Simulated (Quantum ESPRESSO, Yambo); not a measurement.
# P (puckered monolayer): Bethe-Salpeter spectra with Yambo, part 2 of 3

Wanted: excitons and ε₂ of P (puckered monolayer), with cost.

Quantum ESPRESSO 7.5 and Yambo 5.3.0; PBE and many-body steps on it, plane waves. Known limits of the many-body steps: not at the basis limit; bindings not settled in the k mesh.

So far. Step 4 (Screening and self-energy, 4×6×1 mesh, 70 bands …): The gap on the mesh goes from 0.91 eV to 1.95 eV, a correction of +1.05 eV. Step 5 (Empty states on the mesh, 4×6×1 mesh, 35 bands): On this mesh the gap is 0.908 eV.

### Step 7. Excitons

Light makes an electron and a hole together. The Bethe-Salpeter equation adds their screened attraction and their exchange, in a window of bands around the gap.

This step: Bethe-Salpeter equation on PBE with a scissors shift, plane waves, norm-conserving pseudopotentials.

File bse2.in:

```
optics
bss
bse
em1s
dipoles
rim_cut
rim_w
RandQpts= 3000000
RandGvec= 100 RL
CUTGeo= "slab z"
RandGvecW= 9 RL
Chimod= "HARTREE"
BSKmod= "SEX"
BSEmod= "resonant"
BSSmod= "d"
BSENGexx= 20 Ry
BSENGBlk= 4 Ry
% BSEQptR
 1 | 1 |
%
% BSEBands
 9 | 12 |
%
% BEnRange
 0 | 4 | eV
%
% BDmRange
 0.05 | 0.05 | eV
%
BEnSteps= 81
% BLongDir
 1 | 0 | 0 |
%
% BndsRnXs
 1 | 35 |
%
NGsBlkXs= 4 Ry
% LongDrXs
 1 | 1 | 0 |
%
% KfnQP_E
 1.046 | 1.0 | 1.0 |
%
WRbsWF
FFTGvecs= 30 Ry
```

Run with:

```console
> OMP_NUM_THREADS=2 mpirun -n 4 yambo -F bse2.in -J bse2 -C bse2 > bse2.log
```

What it wrote:

```text
 Yambo, version 5.3.0

 [02] CORE Variables Setup
 =========================

  [... cell, symmetries and grids as in the set-up ...]

  [02.05] Energies & Occupations
  ==============================

  [X] === General ===
  [X] Electronic Temperature                        :  0.000000  0.000000 [eV K]
  [X] Bosonic    Temperature                        :  0.000000  0.000000 [eV K]
  [X] Finite Temperature mode                       : no
  [X] El. density                                   :  0.93433E+23 [cm-3]
  [X] Fermi Level                                   : -0.738122 [eV]

  [X] === Gaps and Widths ===
  [X] Conduction Band Min                           :  0.907577 [eV]
  [X] Valence Band Max                              :  0.000000 [eV]
  [X] Filled Bands                                  :  10
  [X] Empty Bands                                   :   11   35
  [X] Direct Gap                                    :  0.907577 [eV]
  [X] Direct Gap localized at k                     :  1
  [X] Indirect Gap                                  :  0.907577 [eV]
  [X] Indirect Gap between kpts                     :  1  1
  [X] Last valence band width                       :  1.926594 [eV]
  [X] 1st conduction band width                     :  1.893679 [eV]

 [03] Transferred momenta grid and indexing
 ==========================================

 [BZ sampling] Q-grid is User defined and/or read from the database

 IBZ Q-points                                      :  12
 BZ  Q-points                                      :  24

 K/Q-points units:
 rlu = crystal or reduced units; cc = cartesian coordinates; iku = interal k-units

 Q [ 1]         [rlu]:  0.000000  0.000000  0.000000
 Q [ 2]         [rlu]:  0.000000  0.166667  0.000000
 Q [ 3]         [rlu]:  0.000000  0.333333  0.000000
 Q [ 4]         [rlu]:  0.000000 -0.500000  0.000000
 Q [ 5]         [rlu]:  0.250000  0.000000  0.000000
 Q [ 6]         [rlu]:  0.250000  0.166667  0.000000
 Q [ 7]         [rlu]:  0.250000  0.333333  0.000000
 Q [ 8]         [rlu]:  0.250000 -0.500000  0.000000
 Q [ 9]         [rlu]: -0.500000  0.000000  0.000000
 Q [10]         [rlu]: -0.500000  0.166667  0.000000
 Q [11]         [rlu]: -0.500000  0.333333  0.000000
 Q [12]         [rlu]: -0.500000 -0.500000  0.000000

  [03.01] X + BSE indexes
  =======================

   [03.01.01] Sigma indexes
   ========================

 [04] Coloumb potential Random Integration (RIM)
 ===============================================

 Performing RIM of v_slab

  [04.01] RIM initialization
  ==========================

  * Diagonal components only detected *

  8 x (sBL volume)        :  0.057239 [a.u.]
  sBZ random points       :  3000000
  Points outside the sBZ  :  24001885
  RL volume               :  0.171717 [a.u.]
  Integrated volume       :  0.171704 [a.u.]

  [04.02] RIM integrals
  =====================

  Gamma point sphere radius             :  0.043794 [a.u.]
  Points outside the sphere             :  2398561
  [Int_sBZ(q=0) 1/q^2]*(Vol_sBZ)^(-1/3) =:  7.478278
                                 should be <:  7.795600

  Summary of Coulomb integrals for non-metallic bands |Q|[au] RIM/Bare

  Q [1] 0.100000E-4 0.959295 * Q [2] 0.167704 0.969706
  Q [5] 0.179641 1.015017 * Q [6] 0.245755 1.037514
  Q [3] 0.335408 1.021483 * Q [9] 0.359283 1.032099
  Q [7] 0.380486 1.024586 * Q [10] 0.396496 1.028720
  Q [11] 0.491511 1.019802 * Q [4] 0.503112 1.015568
  Q [8] 0.534222 1.015050 * Q [12] 0.618228 1.012660
  Non-periodic chartesian directions : none
  Optical renormalization            :  26.45617 [au]
  Polarizability dimension           : length

 [05] Coloumb potential CutOffslab
 =================================

 Cut directionsZ
 Slab Cutoff:Z
 Symmetry test passed : yes

 [06] External/Internal QP corrections
 =====================================

 [QP_apply] Action to be applied: USER defined scissor

  [06.01]  QP corrections report
  ==============================

  [K+QP] === General ===
[...]
[08] Static Dielectric Matrix
 =============================

 [WR./bse2//ndb.em1s]------------------------------------------------------------
  Brillouin Zone Q/K grids (IBZ/BZ)                :  12  24  12  24
  RL vectors                                       :   4039 [WF]
  Coulomb cutoff potential                         : slab z
  Electronic Temperature                           :  0.000000 [K]
  Bosonic    Temperature                           :  0.000000 [K]
  Static diel. fun.  energies                      : Perdew, Burke & Ernzerhof(X)+Perdew, Burke & Ernzerhof(C)
  wavefunctions                                    : Perdew, Burke & Ernzerhof(X)+Perdew, Burke & Ernzerhof(C)
  Global Gauge                                     : length
  X matrix size                                    :  189
  X band range                                     :    1   35
  X e/h energy range                               : -1.000000 -1.000000 [eV]
  X Time ordering                                  : T
  X Hxc Kernel                                     : HARTREE
  X Drude frequency                                :  0.000000  0.000000
  X poles                                          :  100.0000 [o/o]
  RL vectors in the sum                            :   4039
  [r,Vnl] included                                 : yes
  Field direction                                  :  0.707107E-5  0.707107E-5   0.00000
  BZ energy Double Grid                            : no
  BZ energy DbGd points                            : 0
  BZ Q point size factor                           : -1.000000
  X Optical Averaged directions                    : none

 [09] Bethe Salpeter Equation driver
 ===================================

 [WARNING] Coulomb cutoff at q=0. Default/Suggested Lkind= bar

  [09.01] Bethe Salpeter Equation @q1
  ===================================

   [09.01.01] Transition pre-analysis @q1
   ======================================

   [09.01.02] Transition Groups build-up @q1
   =========================================

   [BSK] Transition groups (total):  24
   [BSK] Size (resonant):   96
   [BSK]         (total):   96
   [BSK] N. of matrices :  1

   [09.01.03] Loading Dipoles @q1
   ==============================

   [09.01.04] Independent Particles properties @q1
   ===============================================

   Optical renormalization       :  26.45617 [a.u.]
   Polarizability dimension      : length

   ==========================================================

   [BSE] Exchange components :  2205
   [BSE] Correlation components :   189   745

    [09.01.05.01] RIM-W interpolation
    =================================

    [WARNING] RIM-W works only for 2D semiconductors with slab cutoff
    Found compatible q grid: 2D
    q_min[ 1 ]:  0.250000  0.000000  0.000000 [rlu]
     0.250000  0.000000  0.000000 [iku]
    q_min[ 2 ]:  0.000000  0.166667  0.000000 [rlu]
     0.000000  0.166667  0.000000 [iku]
    G-vectors :   9
    G-vectors loaded:   83
    Number of interpolated frequencies:  1

    Evaluating coefficients q = 0

    [09.01.05.02] RIM-W integrals
    =============================

    8 x (sBL volume)        :  0.057239 [a.u.]
    sBZ random points       :  3000000
    Points outside the sBZ  :  24001885
    RL volume               :  0.171717 [a.u.]
    Integrated volume       :  0.171704 [a.u.]

    [09.01.05.03] RIM integrals
    ===========================

    Comparison between head Wc = W - v averages: < Wc > [au] RIM-W/RIM

     < -Wc [Q = 1] > 0.427479E-1 0.650168E-4 * < -Wc [Q = 2] > 0.006926 0.006786
     < -Wc [Q = 3] > 0.001373 0.001353 * < -Wc [Q = 4] > 0.476820E-3 0.472533E-3
     < -Wc [Q = 5] > 0.006336 0.006157 * < -Wc [Q = 6] > 0.003078 0.002930
     < -Wc [Q = 7] > 0.979361E-3 0.956511E-3 * < -Wc [Q = 8] > 0.394758E-3 0.390257E-3
     < -Wc [Q = 9] > 0.001182 0.001157 * < -Wc [Q = 10] > 0.900368E-3 0.881114E-3
     < -Wc [Q = 11] > 0.484336E-3 0.474286E-3 * < -Wc [Q = 12] > 0.247696E-3 0.243390E-3

    Comparison between head Wc = W - v averages: < Wc > [au] RIM-W/RIM

     < -Wc [G = 1,G`=0] > 0.427479E-1 0.650168E-4 * < -Wc [G = 2,G`=0] >-0.001653 0.000000
     < -Wc [G = 3,G`=0] >-0.001653 0.000000 * < -Wc [G = 4,G`=0] > 0.172488E-4  0.00000
     < -Wc [G = 5,G`=0] > 0.172488E-4  0.00000 * < -Wc [G = 6,G`=0] > 0.111975E-3  0.00000
     < -Wc [G = 7,G`=0] > 0.111975E-3  0.00000 * < -Wc [G = 8,G`=0] >-0.630834E-8  0.00000
     < -Wc [G = 9,G`=0] >-0.643910E-8  0.00000

    [09.01.05.04] Screened interaction header I/O
    =============================================

    [09.01.05.05] Main kernel loop
    ==============================

    [09.01.05.06] Wave-Function Phases
    ==================================

    [BSE] WF phases found       :  72.91667 [o/o]

   [09.01.06] BSE solver(s) @q1
   ============================

   [09.01.07] Diago Solver @q1
   ===========================

 [12] Game Over & Game summary
```

Wall time 2.2 min (4 MPI ranks of Arm Neoverse V1, shared host); peak memory 1.9 GiB.

This step gave:

```
transitions in the window                                      : 96
direct gap of the transition levels                            : 1.954 eV
lowest state                                                   : 1.091 eV
first strong exciton (over a fiftieth of the strongest listed) : 1.091 eV
binding of the lowest state below the direct gap               : 0.8625 eV
```

The lowest state lies at 1.091 eV, 0.863 eV under the direct gap.

Lines within 3 meV are set at the lowest of them, and the highest group, which the list may cut short, is left out. Exciton lines, with heights relative to the strongest:

```csv
position (eV),"strength, relative"
1.091,100
1.554,0.0
1.560,33
1.843,0.0
2.159,0.0
2.215,0.0
2.320,0.0
2.332,0.0
2.732,0.0
2.758,0.0
2.788,0.0
2.916,4.1
2.952,0.0
2.964,0.0
2.985,0.0
3.006,0.0
3.014,0.0
3.021,1.1
3.029,0.2
3.038,17
3.042,0.1
3.118,0.0
3.151,0.0
```

The Im polarisability of the sheet has structure finer than the step of the table below, so its rows give means over 0.2 eV, whole bins alone (the curve runs from 0 to 4 eV). Peaks (eV: height): BSE 1.10: 116, 1.55: 38.8, 3.05: 21.8, 3.75: 19.0; no electron-hole interaction 1.95: 83.0, 2.40: 63.2, 3.85: 18.6.

Sheet polarisability (bohr); field along x; broadening 0.05 eV; transition window only. Limits: finite bands, cutoff and mesh; exciton not shown settled in the k mesh. Im polarisability of the sheet against photon energy; means over each step:

```csv
photon energy (eV),BSE,no electron-hole interaction
0.2,0.449,0.115
0.4,0.726,0.142
0.6,1.41,0.181
0.8,4.09,0.240
1.0,43.6,0.336
1.2,36.3,0.511
1.4,8.67,0.892
1.6,21.3,2.07
1.8,2.65,12.7
2.0,0.996,43.2
2.2,0.640,10.2
2.4,0.569,37.6
2.6,0.758,5.01
2.8,2.81,1.43
3.0,14.0,0.797
3.2,5.37,0.631
3.4,2.08,0.732
3.6,5.99,1.79
3.8,11.4,12.9
```

### Step 8. Triplet (no exchange term)

bse3.in, as its differences from bse2.in of step 7:

```diff
@@ -15,3 +15,3 @@
 BSSmod= "d"
-BSENGexx= 20 Ry
+BSENGexx= 1 RL
 BSENGBlk= 4 Ry
```

Run with:

```console
> OMP_NUM_THREADS=2 mpirun -n 4 yambo -F bse3.in -J bse3,bse2_W -C bse3 > bse3.log
```

What it wrote:

```text
 Yambo, version 5.3.0

 [02] CORE Variables Setup
 =========================

  [... cell, symmetries and grids as in the set-up ...]

  [02.05] Energies & Occupations
  ==============================

  [X] === General ===
  [X] Electronic Temperature                        :  0.000000  0.000000 [eV K]
  [X] Bosonic    Temperature                        :  0.000000  0.000000 [eV K]
  [X] Finite Temperature mode                       : no
  [X] El. density                                   :  0.93433E+23 [cm-3]
  [X] Fermi Level                                   : -0.738122 [eV]

  [X] === Gaps and Widths ===
  [X] Conduction Band Min                           :  0.907577 [eV]
  [X] Valence Band Max                              :  0.000000 [eV]
  [X] Filled Bands                                  :  10
  [X] Empty Bands                                   :   11   35
  [X] Direct Gap                                    :  0.907577 [eV]
  [X] Direct Gap localized at k                     :  1
  [X] Indirect Gap                                  :  0.907577 [eV]
  [X] Indirect Gap between kpts                     :  1  1
  [X] Last valence band width                       :  1.926594 [eV]
  [X] 1st conduction band width                     :  1.893679 [eV]

 [03] Transferred momenta grid and indexing
 ==========================================

 IBZ Q-points                                      :  12
 BZ  Q-points                                      :  24

 K/Q-points units:
 rlu = crystal or reduced units; cc = cartesian coordinates; iku = interal k-units

 Q [ 1]         [rlu]:  0.000000  0.000000  0.000000
 Q [ 2]         [rlu]:  0.000000  0.166667  0.000000
 Q [ 3]         [rlu]:  0.000000  0.333333  0.000000
[...]
[K+QP] Fermi Level                                :  0.000000 [eV]

  [K+QP] === Gaps and Widths ===
  [K+QP] Conduction Band Min                        :  1.953577 [eV]
  [K+QP] Valence Band Max                           :  0.000000 [eV]
  [K+QP] Filled Bands                               :  10
  [K+QP] Empty Bands                                :   11   35
  [K+QP] Direct Gap                                 :  1.953577 [eV]
  [K+QP] Direct Gap localized at k                  :  1
  [K+QP] Indirect Gap                               :  1.953577 [eV]
  [K+QP] Indirect Gap between kpts                  :  1  1
  [K+QP] Last valence band width                    :  1.926594 [eV]
  [K+QP] 1st conduction band width                  :  1.893679 [eV]

  [coarse-grid] Minimum Bare Gap        [ev]:  0.907577
  [coarse-grid] Minimum Gap Correction  [ev]:  1.046000

  Eqp @ K [ 1]
  -14.92202 -12.46547  -9.16657  -5.63256  -4.71094  -4.46390  -3.30183  -1.72536
  -1.637904  0.000000  1.953577  2.688839  3.700234  4.334834  5.525914  5.582911
    7.04196   7.41794   7.56636   8.02159   8.09718   8.98167   9.15496  10.29702
  Eqp @ K [ 2]
[...]
Eqp @ K [ 3]
[...]
Eqp @ K [ 8]
[...]
Eqp @ K [ 9]
[...]
-1.098423 -1.098420  3.431343  3.431344  4.849844  4.849844  6.341998  6.341999
    7.45500   7.45500   8.72104   8.72104  10.19065  10.19065  10.41314  10.41314

 [07] Dipoles
 ============

  [07.01] Setup: observables and procedures
  =========================================

  [WARNING] [r,Vnl^pseudo] included in position and velocity dipoles.

  [WARNING] In case H contains other non local terms, these are neglected

 [08] Static Dielectric Matrix
 =============================

    [09.01.05.03] Main kernel loop
    ==============================

    [09.01.05.04] Wave-Function Phases
    ==================================

    [BSE] WF phases found       :  72.91667 [o/o]

   [09.01.06] BSE solver(s) @q1
   ============================

   [09.01.07] Diago Solver @q1
   ===========================

 [12] Game Over & Game summary
```

It took 23 s on 4 MPI ranks; peak memory 1.1 GiB.

The lowest triplet lies at 1.031 eV; without spin-orbit coupling triplets are dark, so no spectrum is read.

(Continued in part 3 of 3.)

[Paths, hosts, dates, memory and timing lines, banners, echoed tables and standing remarks are left out of the program output.]

[Logs are printed without paths, hosts, clocks, repeated set-up lines and the standing remarks that a program may print on its own settings, such as how far it seeks lower states.]

[Runs of the session that timed out or met a known fault of the program may be left out.]

[Hosts, paths, dates, database ids (printed as entryN), source tags and the programs' standing remarks are cut or masked in the printed files.]
